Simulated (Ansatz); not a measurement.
# AlN (F-43m) in Ansatz: settings compared

Aim: see how the results for AlN move with the level of theory and the settings. Levels: BLYP, PBE, r2SCAN+D3(BJ). Tasks: single point, electron localisation function.

All numbers are computed with Ansatz 0.2.0; they aren't measurements. Logs are shortened: lines on timing, memory, paths and dates and some standing lists are left out, and cuts for length are marked.

### Step 1. The structure

It takes space group F-43m (No. 216, cubic). The conventional cell has a = 4.368 Å, b = 4.368 Å, c = 4.368 Å, α = 90.00°, β = 90.00°, γ = 90.00°. Around Al (site symmetry -43m) lie 4 N at 1.89 Å. N (site symmetry -43m) is surrounded by 4 Al at 1.89 Å.

Measurements of this composition are mostly on another form, of space group No. 186.

### Step 2. Single point, BLYP

input.yaml reads:

```yaml
crystal:
  lattice:
    - [0.0, 2.1839935596, 2.1839935596]
    - [2.1839935596, 0.0, 2.1839935596]
    - [2.1839935596, 2.1839935596, 0.0]
  atoms:
    - { symbol: Al, position: [0.0, 0.0, 0.0] }
    - { symbol: "N", position: [0.25, 0.25, 0.25] }
hamiltonian:
  xc: blyp
  pseudopotentials: { kind: paw }
kpoints:
  mp_grid: { grid: [10, 10, 10] }
scf:
  occupations: { method: tetrahedron }
output:
  forces: true
  stress: true
  write_density: true
  write_potential: true
  elf: true
  volumetric_format: npy
```

Potentials or basis: Ansatz PAW.

The run is started by

```
$ ansatz run input.yaml --threads 2 --pin off --max-ram 5632MiB --backend cpu --events-out ev --progress --plain --runs-dir out
```

Standard output:

```text
Warning: output.forces, output.stress, relax.cell or npt_langevin: where a Kohn–Sham band that disperses or a degenerate level is filled in part under the method tetrahedron, the forces or the stress that this run publishes need not agree with its energy (scf.occupations.method in the input reference, under Limitations); prefer a smearing scheme for the forces or the stress
Warning: RAYON_NUM_THREADS=2 ignored (pool sized by the plan → 2); use --threads N
Engine: ansatz 0.2.0, x86_64-unknown-linux-gnu
Pseudopotentials: kind: paw
Pseudopotential: Al, paw, valence charge 3, recommended cutoff 420 eV (normal), Al.paw.azcp
Pseudopotential: N, paw, valence charge 5, recommended cutoff 420 eV (normal), N.paw.azcp
Functional definition: BLYP
  parameter beta = 0.0042
  parameter a = 0.04918
  parameter b = 0.132
  parameter c = 0.2533
  parameter d = 0.349
  exchange = b88_x(beta = beta)
  correlation = lyp_c(a = a, b = b, c = c, d = d)
Crystal: 2 atoms, lattice volume = 20.835 Å³
Basis set: ecut = 420 eV, 411 PW (Γ), exchange–correlation on 48×48×48 points (8 copies of the dense FFT grid, shifted against one another)
Bands: 8, of which v1, the nominal top of the filled ones, is band 4 counted from 1 (3 counted from 0)
Symmetry: 24 space group operations
Space group: F-43m (ITA 216), of the structure as read, at distance tolerance 2.8e-5 Å
k-points: 47 of 1000 (time reversal used)
Non-local potential: Al, projectors of the file, l = 0: 2, l = 1: 2, l = 2: 1
Non-local potential: N, projectors of the file, l = 0: 2, l = 1: 2, l = 2: 1
PAW form: soft (Blöchl's): semilocal exchange-correlation on the pseudo side does not see the compensation charge
PAW frozen core: Al, regenerated for the run's functional, and the local potential with it (the file was generated under x = pbe(κ = 0.804, μ = 0.2195149727645171), c = pbe(β = 0.06672455060314922))
PAW frozen core: N, regenerated for the run's functional, and the local potential with it (the file was generated under x = pbe(κ = 0.804, μ = 0.2195149727645171), c = pbe(β = 0.06672455060314922))
PAW one-centre angular grid: Al, 110 points (default); XC on 64 Gauss nodes
PAW one-centre angular grid: N, 110 points (default); XC on 64 Gauss nodes
Initial density: superposition of atomic densities (neutral atoms: chi_scale 0, normalization atom), corrected by the library's trained network
Initial wavefunctions: pseudopotential atomic-orbital guess
Functional: x = b88, c = lyp
SCF iter   1: F=—  HF=-929.090057 eV  |F-HF|=—  |Δ(HF+E_count)|=         —  Δρ=1.97e-2  dr2=7.45e-2  ethr=1.77e-3  ⟨swp⟩=5.1  Hψ=2803  notcnv=0
preconditioner: auto → none  [insulator: Δε(μ)=3.942 eV  Ē_g=15.633 eV  n_scr=0 (ndim 8)  ℏωp=23.0 eV  f_vac=0.000  ε∞_Penn≈3.2]
SCF iter   2: F=—  HF=-929.071253 eV  |F-HF|=—  |Δ(HF+E_count)|=   1.88e-2  Δρ=7.68e-3  dr2=1.12e-2  ethr=9.32e-4  ⟨swp⟩=2.8  Hψ=1102  notcnv=0
SCF iter   3: F=—  HF=-929.067862 eV  |F-HF|=—  |Δ(HF+E_count)|=   3.39e-3  Δρ=1.06e-3  dr2=2.01e-4  ethr=1.40e-4  ⟨swp⟩=2.4  Hψ=695  notcnv=0
SCF iter   4: F=—  HF=-929.067871 eV  |F-HF|=—  |Δ(HF+E_count)|=   8.78e-6  Δρ=8.37e-5  dr2=7.28e-7  ethr=2.52e-6  ⟨swp⟩=2.1  Hψ=725  notcnv=0
SCF iter   5: F=—  HF=-929.067868 eV  |F-HF|=—  |Δ(HF+E_count)|=   3.25e-6  Δρ=1.59e-5  dr2=3.05e-8  ethr=1.25e-9  ⟨swp⟩=7.7  Hψ=1734  notcnv=0
SCF iter   6: F=-929.067868 eV  HF=-929.067868 eV  |F-HF|=1.14e-10  |Δ(HF+E_count)|=   6.72e-8  Δρ=7.89e-7  dr2=6.85e-11  ethr=3.82e-10  ⟨swp⟩=5.0  Hψ=2205  notcnv=0
SCF 1 converged in 6 iterations: F = -929.067868 eV  dr2 = 6.85e-11
SCF converged after 6 iterations
Stability not checked: this state was not tested for a lower state beside it, because cold or Methfessel-Paxton smearing, or corrected tetrahedra, fill the levels in a way that the test cannot read (fill_not_monotonic; see scf.lower_state_search)
Free energy (F): -929.067868 eV
Harris-Foulkes:  -929.067868 eV  (|F-HF|=1.14e-10)
Internal energy: -929.067868 eV  (E = F + TS)
E sigma→0 (E₀):  -929.067868 eV
Fermi energy:    7.357957 eV
--- Per-component energies (eV) ---
  E_band       = 18.962894
  E_kinetic    = 160.621628
  E_local      = -226.338942  (includes V_loc(G=0)·N_el)
  E_nonlocal   = 56.753115
  E_hartree    = 79.000084
  E_xc         = -100.386749
  E_vxc        = -105.944525  (∫ρ·V_xc dr)
  E_paw        = -602.127958  (= ΣΔE_a)
  E_vpaw       = -24.128651  (= ΣTr[D̂ρ^β])
  E_aug_tail   = 0.000098  (compensation charges beyond the density's cutoff)
  E_ewald      = -296.603555
  E_core_change = 0.014411  (= ΣΔE_core)
  E_smearing   = -0.000000  (= −TS)
  E_closure    = 0.000000  (closes the sum)
  Σ components = -929.067868   (vs F -929.067868, Δ=0.00e0)
--- Forces (eV/Å), atoms counted from 1 ---
  atom   1  Al     0.00000000    -0.00000000     0.00000000
  atom   2  N     -0.00000000     0.00000000    -0.00000000
  max |Σ_I F_I| component: 1.67e-16 eV/Å
--- Stress (GPa, compression-positive) ---
        7.765764       0.000000      -0.000000
        0.000000       7.765764       0.000000
       -0.000000       0.000000       7.765764
  P = ⅓ Tr σ = 7.7658 GPa (77.658 kbar)
--- Band table (eV; the first three rows and the last of 47) ---
  k-point 0: bands = ["-7.5057", "7.3580", "7.3580", "7.3580", "11.8456", "20.0006", "20.0006", "20.0006"]
  k-point 1: bands = ["-7.3613", "6.5852", "7.3075", "7.3075", "12.4770", "19.6261", "20.1307", "20.1307"]
  k-point 2: bands = ["-6.9508", "5.0237", "7.1813", "7.1813", "13.5798", "18.8600", "20.0698", "20.0698"]
  k-point 46: bands = ["-4.8203", "3.3518", "4.3409", "4.8447", "13.3670", "18.3897", "19.8777", "20.0463"]
```

Run time: 0.65 s. Hardware: 2 threads of Intel Xeon Platinum 8488C (Sapphire Rapids), shared host; peak memory 0.33 GiB.

Results:

```yaml
Free_energy: -929.0679 eV
Pressure: 7.8 GPa
Band_gap_on_the_k_mesh: 3.69 eV, indirect (least direct gap 4.49 eV)
```

Caveat: the pressure holds a Pulay correction of +0.6 GPa for the finite cutoff; the PAW data sets come from PBE, with cores solved anew for the run's functional, which leaves a small shift of forces and pressure; with tetrahedron occupations forces and stress needn't match the slope of the energy.

### Step 3. Single point, PBE

input.yaml: that of step 2 with these lines changed.

```diff
@@ -9,3 +9,3 @@
 hamiltonian:
-  xc: blyp
+  xc: pbe
   pseudopotentials: { kind: paw }
@@ -14,3 +14,3 @@
 scf:
-  occupations: { method: tetrahedron }
+  occupations: { method: gaussian, width: 0.05 }
 output:
@@ -18,5 +18,2 @@
   stress: true
-  write_density: true
-  write_potential: true
-  elf: true
-  volumetric_format: npy
+  eigenvalues: true
```

Potentials or basis: Ansatz PAW.

The run is started by

```
$ ansatz run input.yaml --threads 2 --pin off --max-ram 5632MiB --backend cpu --events-out ev --progress --plain --runs-dir out
```

Wall time 0.53 s (2 threads of Intel Xeon Platinum 8488C (Sapphire Rapids), shared host); peak memory 0.32 GiB.

The run converged. Its results:

* Free energy: -924.2035 eV
* Pressure: 4.9 GPa
* Band gap on the k mesh: 3.33 eV, indirect (least direct gap 4.19 eV)

Levels at points of the mesh, in eV from the valence-band top:
```tsv
k point	band 2	band 3	band 4	band 5	band 6	band 7
(0.00, 0.00, 0.00)	0.00	0.00	0.00	4.19	12.58	12.58
(0.00, 0.00, -0.50)	-5.84	-0.48	-0.48	7.38	9.86	11.15
(0.00, -0.50, -0.50)	-4.89	-1.77	-1.77	3.33	8.62	13.95
```

Caveat: the pressure holds a Pulay correction of +0.5 GPa for the finite cutoff.

### Step 4. Electron localisation function, r2SCAN+D3(BJ)

input.yaml: that of step 3 with these lines changed.

```diff
@@ -9,4 +9,5 @@
 hamiltonian:
-  xc: pbe
+  xc: r2scan
   pseudopotentials: { kind: paw }
+  dispersion: d3bj
 kpoints:
@@ -14,3 +15,3 @@
 scf:
-  occupations: { method: gaussian, width: 0.05 }
+  occupations: { method: gaussian, width: 0.1 }
 output:
@@ -19 +20,5 @@
   eigenvalues: true
+  write_density: true
+  write_potential: true
+  elf: true
+  volumetric_format: npy
```

Potentials or basis: Ansatz PAW.

The run is started by

```
$ ansatz run input.yaml --threads 2 --pin off --max-ram 5632MiB --backend cpu --events-out ev --progress --plain --runs-dir out
```

Standard output:

```text
Warning: the engine holds no damping parameters fitted to this dispersion correction and functional, so the run takes those fitted to r2scan beside the three-body term, which d3bj leaves out (hamiltonian.dispersion, under Limitations)
Warning: RAYON_NUM_THREADS=2 ignored (pool sized by the plan → 2); use --threads N
Engine: ansatz 0.2.0, x86_64-unknown-linux-gnu
Pseudopotentials: kind: paw
Pseudopotential: Al, paw, valence charge 3, recommended cutoff 500 eV (meta_gga), Al.paw.azcp
Pseudopotential: N, paw, valence charge 5, recommended cutoff 500 eV (meta_gga), N.paw.azcp
Functional definition: r2SCAN
  parameter k0 = 0.174
  parameter k1 = 0.065
  parameter a1 = 4.9479
  exchange = r2scan_x(k0 = k0, k1 = k1, a1 = a1)
  correlation = r2scan_c
Crystal: 2 atoms, lattice volume = 20.835 Å³
Basis set: ecut = 500 eV, 531 PW (Γ), exchange–correlation on 96×96×96 points (64 copies of the dense FFT grid, shifted against one another)
Bands: 8, of which v1, the nominal top of the filled ones, is band 4 counted from 1 (3 counted from 0)
Symmetry: 24 space group operations
Space group: F-43m (ITA 216), of the structure as read, at distance tolerance 2.8e-5 Å
k-points: 47 of 1000 (time reversal used)
Non-local potential: Al, projectors of the file, l = 0: 2, l = 1: 2, l = 2: 1
Non-local potential: N, projectors of the file, l = 0: 2, l = 1: 2, l = 2: 1
PAW form: soft (Blöchl's): semilocal exchange-correlation on the pseudo side does not see the compensation charge
PAW frozen core: Al, regenerated for the run's functional (the file was generated under x = pbe(κ = 0.804, μ = 0.2195149727645171), c = pbe(β = 0.06672455060314922))
PAW frozen core: N, regenerated for the run's functional (the file was generated under x = pbe(κ = 0.804, μ = 0.2195149727645171), c = pbe(β = 0.06672455060314922))
PAW one-centre angular grid: Al, 302 points (default); XC on 160 Gauss nodes
PAW one-centre angular grid: N, 302 points (default); XC on 160 Gauss nodes
Initial density: superposition of atomic densities (neutral atoms: chi_scale 0, normalization atom), corrected by the library's trained network
Initial wavefunctions: pseudopotential atomic-orbital guess
Functional: x = r2scan, c = r2scan; τ floored in thin density (d = 2e-4 eV/Å³)
SCF iter   1: F=—  HF=-928.620381 eV  |F-HF|=—  |Δ(HF+E_count)|=         —  Δρ=6.95e-3  dr2=1.09e-2  dr2_τ=1.56e-1  ethr=1.77e-3  ⟨swp⟩=4.7  Hψ=2739  notcnv=0
preconditioner: auto → none  [insulator: Δε(μ)=3.972 eV  Ē_g=16.573 eV  σ=0.100 eV  W_gap=1.00  n_scr=0 (ndim 8)  ℏωp=23.0 eV  f_vac=0.000  D(μ)=0.00/eV (n_scr^D=0)  ε∞_Penn≈2.9]
SCF iter   2: F=—  HF=-928.691069 eV  |F-HF|=—  |Δ(HF+E_count)|=   7.07e-2  Δρ=4.60e-3  dr2=1.93e-3  dr2_τ=2.04e-4  ethr=1.36e-4  ⟨swp⟩=2.0  Hψ=1130  notcnv=0
SCF iter   3: F=—  HF=-928.690872 eV  |F-HF|=—  |Δ(HF+E_count)|=   1.97e-4  Δρ=1.06e-3  dr2=1.55e-4  dr2_τ=3.65e-5  ethr=2.41e-5  ⟨swp⟩=1.0  Hψ=376  notcnv=0
SCF iter   4: F=—  HF=-928.690848 eV  |F-HF|=—  |Δ(HF+E_count)|=   2.40e-5  Δρ=2.15e-4  dr2=1.04e-5  dr2_τ=5.73e-7  ethr=1.93e-6  ⟨swp⟩=2.2  Hψ=569  notcnv=0
SCF iter   5: F=—  HF=-928.690845 eV  |F-HF|=—  |Δ(HF+E_count)|=   3.10e-6  Δρ=4.57e-5  dr2=5.00e-7  dr2_τ=4.07e-8  ethr=1.31e-7  ⟨swp⟩=2.6  Hψ=547  notcnv=0
SCF iter   6: F=-928.690845 eV  HF=-928.690845 eV  |F-HF|=2.58e-8  |Δ(HF+E_count)|=   2.50e-8  Δρ=1.57e-5  dr2=6.07e-8  dr2_τ=1.06e-9  ethr=1.25e-9  ⟨swp⟩=8.9  Hψ=2620  notcnv=0
SCF 1 converged in 6 iterations: F = -928.690845 eV  dr2 = 6.07e-8
SCF converged after 6 iterations
Free energy (F): -928.690845 eV
Harris-Foulkes:  -928.690845 eV  (|F-HF|=2.58e-8)
Internal energy: -928.690845 eV  (E = F + TS)
E sigma→0 (E₀):  -928.690845 eV
Fermi energy:    8.674510 eV
--- Per-component energies (eV) ---
  E_band       = 11.487554
  E_kinetic    = 160.516242
  E_local      = -223.452273  (includes V_loc(G=0)·N_el)
  E_nonlocal   = 54.324374
  E_hartree    = 78.186743
  E_xc         = -98.843117
  E_vxc        = -119.132758  (∫ρ·V_xc dr)
  E_paw        = -602.475930  (= ΣΔE_a)
  E_vpaw       = -23.530684  (= ΣTr[D̂ρ^β])
  E_aug_tail   = 0.000016  (compensation charges beyond the density's cutoff)
  E_vtau       = 6.392986  (kinetic-family band-sum trace: ∫τ·v_τ [+ j·A + Jᵃ·Aᵃ] dr)
  E_ewald      = -296.603555
  E_disp       = -0.253671  (pairwise vdW)
  E_core_change = -0.089673  (= ΣΔE_core)
  E_smearing   = -0.000000  (= −TS)
  E_closure    = -0.000000  (closes the sum)
  Σ components = -928.690845   (vs F -928.690845, Δ=0.00e0)
--- Forces (eV/Å), atoms counted from 1 ---
  atom   1  Al     0.00000000    -0.00000000    -0.00000000
  atom   2  N     -0.00000000     0.00000000     0.00000000
  max |Σ_I F_I| component: 2.22e-16 eV/Å
--- Stress (GPa, compression-positive) ---
       -1.714921      -0.000000      -0.000000
       -0.000000      -1.714921       0.000000
       -0.000000       0.000000      -1.714921
  P = ⅓ Tr σ = -1.7149 GPa (-17.149 kbar)
--- Band table (eV; the first three rows and the last of 47) ---
  k-point 0: bands = ["-9.0405", "6.7034", "6.7034", "6.7034", "11.5568", "20.2375", "20.2375", "20.2375"]
  k-point 1: bands = ["-8.8942", "5.9006", "6.6512", "6.6512", "12.2192", "19.8559", "20.3770", "20.3770"]
  k-point 2: bands = ["-8.4796", "4.2759", "6.5206", "6.5206", "13.3909", "19.0591", "20.2647", "20.2647"]
  k-point 46: bands = ["-6.3625", "2.6028", "3.5717", "4.0922", "13.0831", "18.4962", "20.0062", "20.4495"]
```

rho_z.tsv:

```text
# z_ang	rho[e/angstrom^3]
# format = ansatz-planar-average/11
# lattice	0.000000000	2.183993560	2.183993560
# lattice	2.183993560	0.000000000	2.183993560
# lattice	2.183993560	2.183993560	0.000000000
# sites	2
# site	13	0.000000000	0.000000000	0.000000000
# site	7	1.091996780	1.091996780	1.091996780
0.000000	3.425771e-1
0.128693	4.298513e-1
0.257386	5.275387e-1
0.386079	6.210880e-1
0.514772	6.924574e-1
0.643465	7.299323e-1
[... 16 lines left out ...]
2.831247	2.165031e-1
2.959940	2.714341e-1
```

v_z.tsv:

```text
# z_ang	v_es[eV]	v_tot[eV]
# format = ansatz-planar-average/11
# xc	r2scan
# density_cutoff_ev	2000
# datasets	Al=:simpson_from_first_knot:soft:shift=0	N=:simpson_from_first_knot:soft:shift=0
# lattice	0.000000000	2.183993560	2.183993560
# lattice	2.183993560	0.000000000	2.183993560
# lattice	2.183993560	2.183993560	0.000000000
# sites	2
# site	13	0.000000000	0.000000000	0.000000000
# site	7	1.091996780	1.091996780	1.091996780
0.000000	2.146084e0	-1.029175e1
0.128693	1.051889e0	-1.200725e1
0.257386	-3.065323e-1	-1.385519e1
0.386079	-1.655790e0	-1.542257e1
0.514772	-2.663836e0	-1.639442e1
0.643465	-3.005801e0	-1.656787e1
[... 16 lines left out ...]
2.831247	3.079923e0	-7.841398e0
2.959940	2.802926e0	-8.910466e0
```

Run time: 1.4 s. Hardware: 2 threads of Intel Xeon Platinum 8488C (Sapphire Rapids), shared host; peak memory 0.39 GiB.

What came out:

```
Free energy            : -928.6908 eV
Pressure               : -1.7 GPa
Band gap on the k mesh : 3.94 eV, indirect (least direct gap 4.85 eV)
```

Levels at points of the mesh, in eV from the valence-band top:
| k point | band 2 | band 3 | band 4 | band 5 | band 6 | band 7 |
| --- | --- | --- | --- | --- | --- | --- |
| (0.00, 0.00, 0.00) | 0.00 | 0.00 | 0.00 | 4.85 | 13.53 | 13.53 |
| (0.00, 0.00, -0.50) | -5.90 | -0.49 | -0.49 | 8.20 | 10.81 | 11.95 |
| (0.00, -0.50, -0.50) | -4.95 | -1.81 | -1.81 | 3.94 | 9.49 | 15.18 |

Caveat: the PAW data sets come from PBE, with cores solved anew for the run's functional, which leaves a small shift of forces and pressure; the dispersion damping was fitted for another functional or another form of the correction. r2SCAN opens gaps a little over a GGA but as a rule still falls short of measured ones.

### Step 5. The runs side by side

```tsv
task	level	cutoff (eV)	smearing	gap on the mesh (eV)	pressure (GPa)
single point	BLYP	420	tetrahedron	3.69	7.8
single point	PBE	420	gaussian 0.05 eV	3.33	4.9
electron localisation function	r2SCAN+D3(BJ)	500	gaussian 0.1 eV	3.94	-1.7
```

Alike in all rows: potentials or basis Ansatz PAW; no spin polarisation; cell as given; k mesh 10 × 10 × 10.

On the cell as given the gap runs from 3.33 eV (PBE) to 3.94 eV (r2SCAN+D3(BJ)). The pressure there spans -1.7 GPa (r2SCAN+D3(BJ)) to 7.8 GPa (BLYP); a positive pressure means that this level wants a larger cell, a negative one a smaller.

Caveats: the PAW data sets come from PBE, with cores solved anew for the run's functional, which leaves a small shift of forces and pressure (some runs); with tetrahedron occupations forces and stress needn't match the slope of the energy (some runs); the dispersion damping was fitted for another functional or another form of the correction (some runs).

Total energies depend on the potentials used, so only differences within one code and one set of settings carry meaning.
